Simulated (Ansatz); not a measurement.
A plane-wave DFT run in Ansatz 0.2.0 (scalar-relativistic PAW potentials unless the input names others): input and command.

```yaml
crystal:
  lattice:
    - [0.0, 2.5488057613, 2.5488057613]
    - [2.5488057613, 0.0, 2.5488057613]
    - [2.5488057613, 2.5488057613, 0.0]
  atoms:
    - { symbol: Hf, position: [0.0, 0.0, 0.0] }
    - { symbol: O, position: [0.25, 0.25, 0.25] }
    - { symbol: O, position: [0.75, 0.75, 0.75] }
basis:
  ecutwfc: 420
kpoints:
  mp_grid: { grid: [10, 10, 10] }
hamiltonian:
  xc: pbe
scf:
  occupations: { method: fixed }
output:
  forces: true
  eigenvalues: true
  stress: true
relax:
  adjacent_minimum: "off"
  f_tol: 0.001
  max_steps: 60
  cell: { stress_tol: 0.02, p_target: 16.0 }
```

```bash
ansatz run input.yaml --threads 1 --pin off --max-ram 3072MiB --backend cpu --events-out ev --progress --plain --runs-dir out
```

Abridged log:
```
Basis set: ecut = 420 eV, 645 PW (Γ), exchange–correlation on 50×50×50 points (8 copies of the dense FFT grid, shifted against one another)
Bands: 23, of which v1, the nominal top of the filled ones, is band 19 counted from 1 (18 counted from 0)
Symmetry: 48 space group operations
k-points: 47 of 1000
SCF iter   1: F=—  HF=-16861.409133 eV  |F-HF|=—  |Δ(HF+E_count)|=         —  Δρ=2.42e-3  dr2=1.38e-3  ethr=1.77e-3  ⟨swp⟩=4.0  Hψ=3524  notcnv=0  defer=91
SCF iter   2: F=—  HF=-16861.410092 eV  |F-HF|=—  |Δ(HF+E_count)|=   9.59e-4  Δρ=1.82e-3  dr2=7.76e-4  ethr=3.64e-6  ⟨swp⟩=2.0  Hψ=2352  notcnv=0  defer=94
SCF iter   3: F=—  HF=-16861.409998 eV  |F-HF|=—  |Δ(HF+E_count)|=   9.36e-5  Δρ=6.87e-4  dr2=5.97e-5  ethr=2.04e-6  ⟨swp⟩=2.0  Hψ=1680  notcnv=0  defer=93
SCF iter   4: F=—  HF=-16861.410280 eV  |F-HF|=—  |Δ(HF+E_count)|=   2.81e-4  Δρ=1.07e-4  dr2=3.11e-6  ethr=1.57e-7  ⟨swp⟩=2.0  Hψ=2003  notcnv=0  defer=86
SCF iter   5: F=—  HF=-16861.410279 eV  |F-HF|=—  |Δ(HF+E_count)|=   6.52e-7  Δρ=5.48e-5  dr2=6.66e-7  ethr=8.19e-9  ⟨swp⟩=2.0  Hψ=1628  notcnv=0  defer=86
SCF iter   6: F=—  HF=-16861.410279 eV  |F-HF|=—  |Δ(HF+E_count)|=   1.05e-7  Δρ=2.51e-5  dr2=1.11e-7  ethr=1.75e-9  ⟨swp⟩=3.0  Hψ=2004  notcnv=0  defer=85
SCF iter   7: F=-16861.410279 eV  HF=-16861.410279 eV  |F-HF|=8.74e-9  |Δ(HF+E_count)|=   4.90e-9  Δρ=7.38e-6  dr2=1.42e-8  ethr=2.63e-10  ⟨swp⟩=7.2  Hψ=4946  notcnv=0
SCF 1 converged in 7 iterations: F = -16861.410279 eV  dr2 = 1.42e-8
relax step   1: F+E_penalty+E_count = -16861.41027894 eV  Δ(F+E_penalty+E_count) = +0.000e0 eV  max|allowed force component| = 2.506e-18 eV/Å  Δτ_max = 0.0000 Å  P = -0.002 GPa  Ω = 33.116 Å³  (7 SCF iters, dr2 threshold 1.00e-7 eV, accepted)
Crystal: 3 atoms, lattice volume = 30.642 Å³
Basis set: ecut = 420 eV, 609 PW (Γ), exchange–correlation on 50×50×50 points (8 copies of the dense FFT grid, shifted against one another)
Initial density: handed on by an earlier stage of this run
Initial wavefunctions: those handed on with the density
SCF iter   1: F=—  HF=-16861.266833 eV  |F-HF|=—  |Δ(HF+E_count)|=         —  Δρ=1.13e-2  dr2=3.25e-2  ethr=8.51e-5  ⟨swp⟩=1.1  Hψ=5050  notcnv=0  defer=22
   ...
SCF iter   3: F=—  HF=-16861.322397 eV  |F-HF|=—  |Δ(HF+E_count)|=   4.21e-7  Δρ=4.47e-5  dr2=5.23e-7  ethr=6.03e-9  ⟨swp⟩=2.0  Hψ=1732  notcnv=0
SCF iter   4: F=-16861.322397 eV  HF=-16861.322397 eV  |F-HF|=8.63e-9  |Δ(HF+E_count)|=   6.18e-8  Δρ=8.58e-6  dr2=1.78e-8  ethr=7.89e-10  ⟨swp⟩=6.4  Hψ=5031  notcnv=0
SCF 6 converged in 4 iterations: F = -16861.322397 eV  dr2 = 1.78e-8
relax step   6: F+E_penalty+E_count = -16861.32239656 eV  Δ(F+E_penalty+E_count) = +4.179e-3 eV  max|allowed force component| = 1.291e-17 eV/Å  Δτ_max = 0.0000 Å  P = +16.001 GPa  Ω = 31.261 Å³  energy of the carried Pulay correction = +2.615e-4 eV  (4 SCF iters, dr2 threshold 3.00e-7 eV, accepted)
SCF iter   1: F=—  HF=-16861.322136 eV  |F-HF|=—  |Δ(HF+E_count)|=         —  Δρ=2.13e-5  dr2=3.85e-8  ethr=2.35e-8  ⟨swp⟩=3.4  Hψ=6805  notcnv=0  defer=94
SCF iter   2: F=—  HF=-16861.322076 eV  |F-HF|=—  |Δ(HF+E_count)|=   6.05e-5  Δρ=1.19e-5  dr2=1.25e-8  ethr=1.01e-10  ⟨swp⟩=3.0  Hψ=2385  notcnv=0  defer=84
SCF iter   3: F=—  HF=-16861.322076 eV  |F-HF|=—  |Δ(HF+E_count)|=   1.50e-9  Δρ=6.96e-6  dr2=3.31e-9  ethr=3.28e-11  ⟨swp⟩=2.0  Hψ=1887  notcnv=0  defer=84
SCF iter   4: F=—  HF=-16861.322076 eV  |F-HF|=—  |Δ(HF+E_count)|=   4.48e-9  Δρ=2.90e-6  dr2=2.37e-9  ethr=8.71e-12  ⟨swp⟩=2.0  Hψ=1786  notcnv=0  defer=84
SCF iter   5: F=—  HF=-16861.322076 eV  |F-HF|=—  |Δ(HF+E_count)|=  4.55e-10  Δρ=3.62e-7  dr2=2.40e-11  ethr=6.22e-12  ⟨swp⟩=2.0  Hψ=1554  notcnv=0  defer=84
SCF iter   6: F=-16861.322076 eV  HF=-16861.322076 eV  |F-HF|=7.28e-12  |Δ(HF+E_count)|=  1.09e-11  Δρ=1.26e-7  dr2=1.90e-12  ethr=1.00e-12  ⟨swp⟩=8.2  Hψ=5851  notcnv=0
SCF 7 converged in 6 iterations: F = -16861.322076 eV  dr2 = 1.90e-12
SCF converged after 6 iterations
Free energy (F): -16861.322076 eV
Harris-Foulkes:  -16861.322076 eV  (|F-HF|=7.28e-12)
Internal energy: -16861.322076 eV  (E = F + TS)
E sigma→0 (E₀):  -16861.322076 eV
Fermi energy:    16.922205 eV
--- Forces (eV/Å), atoms counted from 1 ---
  atom   1  Hf     0.00000000     0.00000000     0.00000000
  atom   2  O      0.00000000     0.00000000     0.00000000
  atom   3  O      0.00000000     0.00000000     0.00000000
--- Stress (GPa, compression-positive) ---
       15.991247       0.000000       0.000000
        0.000000      15.991247       0.000000
        0.000000       0.000000      15.991247
  P = ⅓ Tr σ = 15.9912 GPa (159.912 kbar)
--- Relaxed structure (5 steps of the walk, 5 accepted, 2 SCFs on fresh bases) ---
  F+E_penalty+E_count = -16861.32207592 eV   max|allowed force component| = 1.638e-17 eV/Å   (the final SCF, on the basis selected at the relaxed cell)
  cell:  # Å, volume = 31.2614 Å³
    - [0.0, 2.50030273, 2.50030273]
    - [2.50030273, 0.0, 2.50030273]
    - [2.50030273, 2.50030273, 0.0]
  atoms:
    - { symbol: Hf, position: [0.0, 0.0, 0.0] }
    - { symbol: O, position: [0.25, 0.25, 0.25] }
    - { symbol: O, position: [0.74999999, 0.74999999, 0.74999999] }
```

Apart from outputs and empty bands, the input differs from a reference run on usual settings in kpoints.mp_grid.grid: [8, 8, 8] → [10, 10, 10]. The reference, at the same start, ended its own course with a relaxed volume of 10.42 Å³/atom, pressure 15.99 GPa, largest force 0.000 eV/Å, gap on the mesh 3.88 eV. This run converged in 41 SCF iterations over all its steps (reference: 40) with an energy at zero smearing 0.01 meV/atom below the reference's, a relaxed volume of 10.42 Å³/atom, pressure 15.99 GPa, largest force 0.000 eV/Å, gap on the mesh 3.88 eV.

It took 17 s on 1 thread of Intel(R) Xeon(R) Processor @ 2.70GHz (shared host), peak memory 0.35 GiB.